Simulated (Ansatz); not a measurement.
# 1T-FeClI monolayer in a perpendicular field, part 2 of 2

Wanted: the out-of-plane response of the 1T-FeClI monolayer. A positive field points along +c.

Ansatz 0.2.0; plane-wave DFT, PBE-D3(BJ), Ansatz PAW (set soft_1); PAW set soft_1.

So far. Step 2 (Relaxation): The lattice constant a goes from 3.604 to 3.754 Å.

## (3) Atoms held, field 0

A sawtooth potential applies the field, turning back in the middle of the vacuum. With the dipole correction the typed value is the field outside the slab. The induced dipole is small, so the SCF threshold is tight.

The cell differs from the one that the last finished run ended in (c 36.229 → 20.991 Å).

Contents of input.yaml:

```yaml
crystal:
  lattice:
    - [3.7541168857, 0.0, 0.0]
    - [-1.8770584429, 3.2511605918, 0.0]
    - [0.0, 0.0, 20.9907382699]
  atoms:
    - { symbol: I, position: [0.6666666667, 0.3333333333, 0.4287605269], spin: 0.19 }
    - { symbol: Fe, position: [0.0, 0.0, 0.5111880017], spin: 3.4 }
    - { symbol: Cl, position: [0.3333333333, 0.6666666667, 0.5712394731], spin: 0.13 }
magnetization:
  spin_polarized: true
kpoints:
  mp_grid: { grid: [18, 18, 1] }
  band_path:
    path: [[0, 0, 0], [0.5, 0, 0], [0.33333333, 0.33333333, 0], [0, 0, 0]]
    npoints: 16
hamiltonian:
  xc: pbe
  dispersion: d3bj
  pseudopotentials: { kind: paw, azcp: { folder: soft_1 } }
scf:
  occupations: { method: fermi_dirac, width: 0.02585 }
  convergence: { dr2_threshold: 1.0e-10 }
efield:
  axis: 3
  dipole_correction: true
  ramp_position: 0.97
  ramp_width: 0.06
  amplitude: 0
output:
  dos: { projected: true, e_range: [-6, 5] }
  write_potential: true
  write_density: true
  volumetric_format: npy
  elf: true
```

On the command line:

```console
> ansatz run input.yaml --threads 2 --pin off --max-ram 3072MiB --backend cpu --events-out ev --progress --plain --runs-dir out
```

Numbers of over 12 decimals in the logs are rounded to 6 here.

Output:

```text
[...]
Crystal: 3 atoms, lattice volume = 256.197 Å³
Basis set: ecut = 420 eV, 5015 PW (Γ)
Bands: 27, of which v1, the nominal top of the filled ones, is band 20 counted from 1 (19 counted from 0)
Symmetry: 6 space group operations
k-points: 37 of 324 (time reversal used)
[...]
Starting moments: Σ|m| = 3.72 μB on 3 of 3 sites
[...]
SCF iter   1: F=—  HF=-13073.764404 eV  |F-HF|=—  |Δ(HF+E_count)|=         —  Δρ=1.53e-2 (↑1.53e-2 ↓1.04e-2)  dr2=4.07e-1  dr2_m=3.12e-1  M=4.000 μB ∫|m|=4.005 μB  β_m=1.00  ethr=9.72e-4  p=0.000 e·Å  D=3.22e-7 V/Å  ΔV_dip=-0.00 eV  dr2_dipole=1.00e-2  V_vac-E_F(+/−)=4.93/4.93 eV  ⟨swp⟩=1.5  Hψ=16460  notcnv=0
[...]
efield: sawtooth ramp at fractional position 0.9700 (set: `efield.ramp_position`, or a place that a band, a saddle search or an elastic batch's reference lends), width 0.0600; the density the first Hamiltonian is built on has a dipole p = 0.000 e·Å; the dipole correction subtracts the counter field D = 3.22e-7 V/Å, which shifts the + side's vacuum level by -0.00 eV against the − side's; the planar-averaged density in the ramp window peaks in size at 5.9e-6 e/Å³
[...]
SCF iter   2: F=—  HF=-13074.210876 eV  |F-HF|=—  |Δ(HF+E_count)|=   4.46e-1  Δρ=4.22e-3 (↑3.29e-3 ↓4.22e-3)  dr2=8.37e-2  dr2_m=1.66e-3  M=4.000 μB ∫|m|=4.017 μB  β_m=0.34  ethr=9.72e-4  p=-0.023 e·Å  D=-1.59e-2 V/Å  ΔV_dip=0.33 eV  dr2_dipole=4.67e-5  V_vac-E_F(+/−)=4.79/4.45 eV  ⟨swp⟩=4.0  Hψ=4302  notcnv=0  defer=20
density mixer auto → msr1: a metal under ldos (density of states about μ 1.15 of a free-electron gas's, 30 screened modes)
SCF iter   3: F=—  HF=-13074.553701 eV  |F-HF|=—  |Δ(HF+E_count)|=   3.43e-1  Δρ=3.97e-3 (↑3.97e-3 ↓2.73e-3)  dr2=4.91e-2  dr2_m=9.99e-3  M=4.000 μB ∫|m|=4.024 μB  β_m=0.60  ethr=2.09e-4  p=-0.028 e·Å  D=-1.99e-2 V/Å  ΔV_dip=0.42 eV  dr2_dipole=1.38e-5  V_vac-E_F(+/−)=4.86/4.44 eV  ⟨swp⟩=3.2  Hψ=4208  notcnv=0  defer=112
[...]
SCF iter  14: F=-13074.742956 eV  HF=-13074.742956 eV  |F-HF|=0.00e0  |Δ(HF+E_count)|=  5.46e-12  Δρ=3.33e-8 (↑2.64e-8 ↓3.33e-8)  dr2=9.99e-12  dr2_m=3.31e-13  M=4.000 μB ∫|m|=4.024 μB  ethr=1.00e-12  p=-0.041 e·Å  D=-2.92e-2 V/Å  ΔV_dip=0.61 eV  dr2_dipole=3.98e-13  V_vac-E_F(+/−)=5.37/4.76 eV  ⟨swp⟩=10.1  Hψ=7282  notcnv=0
[...]
SCF 1 converged in 14 iterations: F = -13074.742956 eV  dr2 = 9.99e-12
[...]
NSCF: frozen V_eff on 49 k-points
efield: sawtooth ramp at fractional position 0.9700 (kept from the solve that this one continues, or follows in the run), width 0.0600; the density the first Hamiltonian is built on has a dipole p = -0.041 e·Å; the dipole correction subtracts the counter field D = -2.92e-2 V/Å, which shifts the + side's vacuum level by +0.61 eV against the − side's; the planar-averaged density in the ramp window peaks in size at 4.8e-6 e/Å³
SCF converged after 14 iterations
Magnetization: 4.0000 μB (22.0000 up, 18.0000 down)
Absolute magnetization: 4.0245 μB (∫|ρ↑−ρ↓|, with the PAW one-centre terms)
[...]
Per-site moments (μB) at R_I (Å): [(0.194766, 1.144004), (3.404215, 1.034275), (0.132441, 1.034275)]
Free energy (F): -13074.742956 eV
[...]
Internal energy: -13074.737908 eV  (E = F + TS)
E sigma→0 (E₀):  -13074.740432 eV
Entropy (-TS):   -0.005048 eV (-1.683 meV/atom)
Fermi energy:    -1.266674 eV
Dipole field:    D = -0.029159 V/Å  (p = -0.041284 e·Å, saw-weighted, corrected)
Work function:   Φ+ = 5.3724 eV   Φ− = 4.7604 eV
Levels:          The Fermi level and band energies are counted from a zero that moves with the ramp; work functions are not
[...]
--- Band table (eV; the first three rows and the last of 74) ---
  k-point 0 ↑: bands = [... 16 lower, -4.2911, -3.9015, -3.3816, -3.3816, -1.4572, -1.4572, 1.5661, 3.0374, ... 3 higher]
  k-point 1 ↑: bands = [... 16 lower, -4.3108, -3.9256, -3.4079, -3.3829, -1.6301, -1.4891, 1.6698, 3.1069, ... 3 higher]
  k-point 2 ↑: bands = [... 16 lower, -4.3622, -3.9607, -3.4488, -3.3939, -2.0491, -1.5735, 1.9467, 3.2625, ... 3 higher]
  k-point 36 ↓: bands = [... 16 lower, -4.0900, -1.1702, -1.0188, -0.8613, -0.2275, 0.2479, 3.2096, 4.6575, ... 3 higher]
```

Wall time 60 s (2 threads of Arm Neoverse V1, shared host); peak memory 0.86 GiB.

This step gave:

| Property | Result |
| --- | --- |
| energy at zero smearing | -13074.7404 eV |
| total moment | 4.000 μB |
| site moments | 0.1948, 3.404, 0.1324 μB |
| work function, upper face | 5.372 eV |
| work function, lower face | 4.760 eV |
| dipole along the normal | -0.04128 e·Å |
| step between the vacuum levels | 0.6121 eV |

Running mean over a fixed 2.8 Å (it still follows the layers) of the planar mean; the ramp of the sawtooth is left out. The electron's electrostatic potential energy less the Fermi level by z:

z (Å), electron's electrostatic potential energy less the Fermi level (eV) and a bar from the least value:
```
      3.0       4.76 ############################
      3.5       4.76 ############################
      4.0       4.76 ############################
      4.5       4.76 ############################
      5.0       4.76 ############################
      5.5       4.75 ############################
      6.0       4.70 ############################
      6.5       4.47 ############################
      7.0       3.47 #########################
      7.5       1.41 ####################
      8.0      -0.78 ###############
      8.5      -2.65 ##########
      9.0      -4.23 ######
      9.5      -6.08 #
     10.0      -6.58 
     10.5      -6.29 #
     11.0      -5.77 ##
     11.5      -4.91 ####
     12.0      -2.94 #########
     12.5      -0.56 ###############
     13.0       1.50 ####################
     13.5       3.43 #########################
     14.0       4.86 #############################
     14.5       5.28 ##############################
     15.0       5.35 ##############################
     15.5       5.37 ##############################
     16.0       5.37 ##############################
     16.5       5.37 ##############################
     17.0       5.37 ##############################
     17.5       5.37 ##############################
     18.0       5.37 ##############################
```

The density of states has structure finer than the step of the table below, so its rows give means over 0.2 eV, whole bins alone (the curve runs from -6 to 1.99 eV). Peaks (eV: height): total -5.20: 10.1, -5.06: 12.2, -4.76: 10.3, -3.08: 9.85, -2.80: 10.8, 0.56: 10.8, 1.53: 8.30; up -5.42: 5.65, -5.20: 9.28, -5.06: 10.5, -4.76: 9.08, -3.08: 9.23, -2.80: 5.92, -0.98: 6.09; down -3.71: 6.74, -2.80: 4.84, 0.23: 7.74, 0.56: 10.8, 1.17: 7.82, 1.39: 5.32, 1.53: 8.30.

The density of states by energy, zero at the Fermi level; means over each step; values in states/eV a cell:

```tsv
energy (eV)	total	up	down
-5.8	1.30	1.11	0.191
-5.6	2.67	1.81	0.856
-5.4	2.84	1.54	1.30
-5.2	4.06	2.84	1.22
-5.0	4.65	2.61	2.04
-4.8	6.32	4.39	1.93
-4.6	1.51	0.0594	1.45
-4.4	4.23	3.06	1.16
-4.2	2.30	1.13	1.17
-4.0	2.91	0.902	2.00
-3.8	4.46	1.30	3.16
-3.6	4.15	2.34	1.81
-3.4	2.51	2.17	0.341
-3.2	4.18	3.46	0.715
-3.0	4.64	3.94	0.694
-2.8	6.20	3.55	2.65
-2.6	4.77	2.49	2.28
-2.4	4.13	2.87	1.26
-2.2	3.33	2.26	1.07
-2.0	0.649	2.3e-5	0.649
-1.8	0.689	0.188	0.501
-1.6	1.39	0.989	0.402
-1.4	2.59	2.27	0.319
-1.2	1.52	1.26	0.252
-1.0	2.50	2.47	0.0266
-0.8	1.42	1.42	0
-0.6	0.822	0.822	0
-0.4	0.863	0.499	0.364
-0.2	3.64	0.207	3.43
0.0	2.32	0	2.32
0.2	2.79	0	2.79
0.4	1.40	0	1.40
0.6	3.24	0	3.24
0.8	0	0	0
1.0	0.709	0	0.709
1.2	3.13	0	3.13
1.4	3.85	0	3.85
1.6	1.74	0	1.74
1.8	0	0	0
```

Projected DOS per atom over height of the atomic layer and energy from the Fermi level. Layers: I Fe Cl from below.

Ten even steps from '_' (0.00 states/eV) to '@' (3.13 states/eV), each cell a mean:
```
______
..##__
__++__
__::__
__@@__
__##__
..==__
::____
--::..
::::..
..____
----::
++**--
++@@..
--**..
==--++
..::++
::--==
::==##
--::##
..::==
__..::
```
Columns: height of the atomic layer (Å) from 9 to 12.0 (not evenly spaced); rows upwards: energy from the Fermi level (eV) from -5.96 to 1.96.

Projected DOS per atom, spin up over height of the atomic layer and energy from the Fermi level. Layers: I Fe Cl from below.

Ten even steps from '_' (0.00 states/eV) to '@' (2.88 states/eV), each cell a mean:
```
______
______
______
______
______
______
..____
::..__
--::..
::::..
______
..::::
..**..
..@@..
::**..
::--..
....__
::--::
__====
::::==
....::
__..::
```
Columns: height of the atomic layer (Å) from 9 to 12.0 (not evenly spaced); rows upwards: energy from the Fermi level (eV) from -5.96 to 1.96.

Projected DOS per atom, spin down over height of the atomic layer and energy from the Fermi level. Layers: I Fe Cl from below.

Values in states/eV, 22 rows by 3 columns, each cell a mean:
```
0.00 0.00 0.00
0.55 2.46 0.27
0.21 1.70 0.18
0.04 0.88 0.02
0.11 3.11 0.05
0.11 2.37 0.07
0.02 1.27 0.03
0.00 0.00 0.00
0.09 0.03 0.01
0.23 0.09 0.02
0.36 0.13 0.02
0.70 0.19 0.05
1.36 0.21 0.50
1.23 0.25 0.19
0.35 0.08 0.12
0.84 0.24 1.26
0.07 0.21 1.57
0.13 0.11 0.95
0.63 0.10 0.87
0.51 0.24 0.95
0.24 0.24 0.68
0.06 0.05 0.11
```
Columns: height of the atomic layer (Å) from 9 to 12.0 (not evenly spaced); rows upwards: energy from the Fermi level (eV) from -5.96 to 1.96.

Deep bands are left out, so band numbers here count from the lowest band kept and differ from the log's. Electronic bands along the path, in eV, zero at the Fermi level; # counts the bands kept:

```tsv
point	up #8	up #9	up #10	up #11	down #7	down #8	down #9	down #10
Γ	-2.12	-2.12	-0.19	-0.19	-0.29	-0.29	0.39	1.65
halfway	-2.39	-2.29	-1.56	-0.57	-0.27	0.14	0.57	1.15
M	-2.86	-2.74	-1.10	-0.72	-0.35	0.25	0.53	1.41
halfway	-2.77	-2.50	-1.40	-1.00	-0.07	0.26	0.48	1.11
K	-2.63	-2.48	-1.77	-0.97	0.10	0.25	0.41	1.04
halfway	-2.60	-2.20	-1.41	-1.01	-0.09	0.10	0.59	1.14
Γ	-2.12	-2.12	-0.19	-0.19	-0.29	-0.29	0.39	1.65
```

Spin density in the ca plane at fractional y = 0.000, with atoms of Fe within 0.2 Å of it.

Ten even steps from '0' (0.0 e/Å³) to '9' (5.7 e/Å³), each cell a mean:
```
00000000000000000000000265100000000000000000
00000000000000000000000011000000000000000000
00000000000000000000000000000000000000000000
00000000000000000000000000000000000000000000
00000000000000000000000000000000000000000000
00000000000000000000000000000000000000000000
00000000000000000000000000000000000000000000
00000000000000000000000000000000000000000000
00000000000000000000000132000000000000000000
00000000000000000000000398200000000000000000
```
Columns run along c (16.0 Å, from fractional 0.09 to 0.85 of the cell), rows up along a (3.8 Å). Atoms in or near the plane, at fractional coordinates: Fe at (0.51, 0.00).

Valence density in the ca plane at fractional y = 0.000, with atoms of Fe within 0.2 Å of it. It is the smooth field of the valence electrons, not physical close to the nuclei.

Values in units of 1e0 e/Å³, 6 rows by 16 columns, each cell a mean:
```
0.0 0.0 0.0 0.0 0.0 0.0 0.0 0.1 4.8 5.7 0.1 0.0 0.0 0.0 0.0 0.0
0.0 0.0 0.0 0.0 0.0 0.0 0.1 0.2 0.3 0.3 0.1 0.0 0.0 0.0 0.0 0.0
0.0 0.0 0.0 0.0 0.0 0.0 0.2 0.4 0.2 0.2 0.3 0.0 0.0 0.0 0.0 0.0
0.0 0.0 0.0 0.0 0.0 0.0 0.2 0.4 0.2 0.2 0.2 0.0 0.0 0.0 0.0 0.0
0.0 0.0 0.0 0.0 0.0 0.0 0.1 0.2 0.7 0.8 0.1 0.0 0.0 0.0 0.0 0.0
0.0 0.0 0.0 0.0 0.0 0.0 0.0 0.1 7.8 9.4 0.1 0.0 0.0 0.0 0.0 0.0
```
Columns run along c (16.0 Å, from fractional 0.09 to 0.85 of the cell), rows up along a (3.8 Å). Atoms in or near the plane, at fractional coordinates: Fe at (0.51, 0.00).

ELF in the ca plane at fractional y = 0.000, with atoms of Fe within 0.2 Å of it. It is the smooth field of the valence electrons, not physical close to the nuclei.

Ten even steps from '0' (0.00) to '9' (0.85), each cell a mean:
```
00000000000000000001111587410000000000000000
00000000000000000123331233211100000000000000
00000000000000013567763111134431000000000000
00000000000000136888876211467764100000000000
00000000000000247888886312588875200000000000
00000000000000246888886312578864200000000000
00000000000000124678774211256642100000000000
00000000000000001345542222122210000000000000
00000000000000000011211465311000000000000000
00000000000000000000112699410000000000000000
```
Columns run along c (16.0 Å, from fractional 0.09 to 0.85 of the cell), rows up along a (3.8 Å). Atoms in or near the plane, at fractional coordinates: Fe at (0.51, 0.00).

The work function of the upper face is 5.37 eV.

## (4) Atoms held, field 0.1 V/Å

input.yaml, as its differences from that of step 3:

```diff
@@ -26,7 +26,6 @@
   dipole_correction: true
-  ramp_position: 0.97
-  ramp_width: 0.06
-  amplitude: 0
+  ramp_position: 0.9285
+  ramp_width: 0.1429
+  amplitude: 0.1
 output:
-  dos: { projected: true, e_range: [-6, 5] }
   write_potential: true
@@ -34,2 +33 @@
   volumetric_format: npy
-  elf: true
```

Output:

```text
[...]
Crystal: 3 atoms, lattice volume = 256.197 Å³
Basis set: ecut = 420 eV, 5015 PW (Γ)
Bands: 27, of which v1, the nominal top of the filled ones, is band 20 counted from 1 (19 counted from 0)
Symmetry: 6 space group operations
k-points: 37 of 324 (time reversal used)
[...]
Starting moments: Σ|m| = 3.72 μB on 3 of 3 sites
[...]
k-point 1 ↑: bands = [... 16 lower, -4.3318, -3.9364, -3.4188, -3.3939, -1.6596, -1.5187, 1.6423, 2.8864, ... 3 higher]
  k-point 2 ↑: bands = [... 16 lower, -4.3831, -3.9756, -3.4602, -3.4058, -2.0777, -1.6028, 1.9135, 3.0397, ... 3 higher]
  k-point 36 ↓: bands = [... 16 lower, -4.1250, -1.1903, -1.0401, -0.8807, -0.2482, 0.2271, 3.1764, 4.6131, ... 3 higher]
[key lines of the parts left out:]
SCF converged after 14 iterations
Magnetization: 4.0000 μB (22.0000 up, 18.0000 down)
Free energy (F): -13074.740434 eV
Fermi energy:    -1.286690 eV
Dipole field:    D = -0.006466 V/Å  (p = -0.009154 e·Å, saw-weighted, corrected)
```

Wall time 60 s (2 threads); peak memory 0.85 GiB.

The dipole is -0.00915 e·Å, 0.0321 e·Å from its value without field.

## (5) Atoms held, field -0.1 V/Å

input.yaml, as its differences from that of step 4:

```diff
@@ -28,3 +28,3 @@
   ramp_width: 0.1429
-  amplitude: 0.1
+  amplitude: -0.1
 output:
```

Output:

```text
[...]
Crystal: 3 atoms, lattice volume = 256.197 Å³
Basis set: ecut = 420 eV, 5015 PW (Γ)
Bands: 27, of which v1, the nominal top of the filled ones, is band 20 counted from 1 (19 counted from 0)
Symmetry: 6 space group operations
k-points: 37 of 324 (time reversal used)
[...]
Starting moments: Σ|m| = 3.72 μB on 3 of 3 sites
[...]
k-point 1 ↑: bands = [... 16 lower, -4.2904, -3.9154, -3.3977, -3.3725, -1.6013, -1.4601, 1.6871, 3.2845, ... 3 higher]
  k-point 2 ↑: bands = [... 16 lower, -4.3420, -3.9463, -3.4382, -3.3827, -2.0212, -1.5448, 1.9675, 3.4378, ... 3 higher]
  k-point 36 ↓: bands = [... 16 lower, -4.0556, -1.1508, -0.9983, -0.8426, -0.2074, 0.2680, 3.2416, 4.6992, ... 3 higher]
[key lines of the parts left out:]
SCF converged after 14 iterations
Magnetization: 4.0000 μB (22.0000 up, 18.0000 down)
Free energy (F): -13074.748689 eV
Fermi energy:    -1.247335 eV
Dipole field:    D = -0.051830 V/Å  (p = -0.073382 e·Å, saw-weighted, corrected)
```

The job ended after 58 s (2 threads; peak memory 0.85 GiB).

The dipole is -0.0734 e·Å, -0.0321 e·Å from its value without field.

## (6) Response, atoms held

This step: plane-wave DFT, PBE-D3(BJ), Ansatz PAW (set soft_1); response to a field along the normal, atoms held; PAW set soft_1 (Ansatz 0.2.0).

The dipoles give the slope, and the difference of two potentials shows where the field is screened.

This step gave:

```
equivalent conductor thickness p/(ε₀AE) : 4.761 Å
distance between the outer atoms        : 2.991 Å
```

The dipole of the cell by applied field:

```tsv
applied field (V/Å)	dipole of the cell (e·Å)
-0.1000	-0.0734
0.0000	-0.0413
0.1000	-0.00915
```

The total moment stays at 4.00 μB for applied field from -0.1 to 0.1 V/Å.

Local field over the applied field, running mean. From the potentials at -0.1 and 0.1 V/Å; running mean over 2.5 Å. The local field over applied field by z:

```tsv
z (Å)	local field over applied field
4.5	0.998
5.0	0.995
5.5	0.984
6.0	0.955
6.5	0.886
7.0	0.761
7.5	0.596
8.0	0.417
8.5	0.249
9.0	0.133
9.5	0.0951
10.0	0.0966
10.5	0.112
11.0	0.146
11.5	0.199
12.0	0.288
12.5	0.424
13.0	0.588
13.5	0.748
14.0	0.878
14.5	0.953
15.0	0.985
15.5	0.995
16.0	0.999
16.5	1.000
```

Electrons, planar mean, per unit field. Table of induced electron density by z:

z (Å), induced electron density (e/Å³ per V/Å) and a bar from the least value:
```
     4.08    0.00000 ##############
     4.37    0.00001 ##############
     4.81    0.00001 ###############
     5.10    0.00003 ###############
     5.54    0.00008 ###############
     5.83    0.00015 ###############
     6.12    0.00027 ################
     6.56    0.00066 #################
     6.85    0.00113 ###################
     7.14    0.00184 #######################
     7.58    0.00316 ############################
     7.87    0.00354 ##############################
     8.31    0.00203 #######################
     8.60    0.00116 ####################
     8.89    0.00110 ###################
     9.33    0.00023 ###############
     9.62   -0.00027 #############
     9.91   -0.00122 #########
    10.35   -0.00131 #########
    10.64    0.00016 ###############
    11.08    0.00060 #################
    11.37    0.00035 ################
    11.66   -0.00047 ############
    12.10   -0.00128 #########
    12.39   -0.00214 #####
    12.68   -0.00329 
    13.12   -0.00293 ##
    13.41   -0.00196 ######
    13.85   -0.00086 ###########
    14.14   -0.00046 ############
    14.43   -0.00024 #############
    14.87   -0.00009 ##############
    15.16   -0.00004 ##############
    15.45   -0.00002 ##############
    15.89   -0.00001 ##############
    16.18    0.00000 ##############
    16.62    0.00000 ##############
    16.91    0.00000 ##############
```

By hand: between -0.1 and 0.1 V/Å the dipole changes by 0.06423 e·Å, a slope of 0.3211 e·Å²/V. A perfect conductor of thickness t has p = ε₀AEt, so t = 180.95 × 0.3211 / 12.205 = 4.76 Å (e/ε₀ = 180.95 V·Å, A in Å²).

The induced dipole is that of a conductor 4.76 Å thick.

## (7) Outcome

```yaml
gap_without_field: none
work_function_upper_face: 5.37 eV
step_between_the_vacuum_levels: 0.612 eV
equivalent_conductor_thickness_atoms_held: 4.76 Å
```

The induced dipole equals that of a perfect conductor 4.76 Å thick, while the outer atoms lie 2.99 Å apart. The two faces differ: the vacuum level above lies 0.61 eV higher than the one below. There is no gap over 0.03 eV, with or without the field. For an open d or f shell that can be the fault of a semilocal functional without a Hubbard term. The magnetic order is the one reached from the typed start; other orders were not compared. Spin-orbit coupling is left out, which matters for the bands of elements this heavy.

[Logs are printed without paths, hosts, clocks, repeated set-up lines and the standing remarks that a program may print on its own settings, such as how far it seeks lower states.]

[Hosts, paths, dates, database ids (printed as entryN), source tags and the programs' standing remarks are cut or masked in the printed files.]

[Maps of the electrostatic potential energy from Ansatz leave out the sawtooth potential of an applied field or a dipole correction, so their vacuum need not be flat; planar profiles and work functions include it.]

[The density of states shown here was stored with 400 of the rows of the run's finer table, so its peaks can read low, often by over a quarter, or be missed, and its means over a window can be off by a tenth or more.]
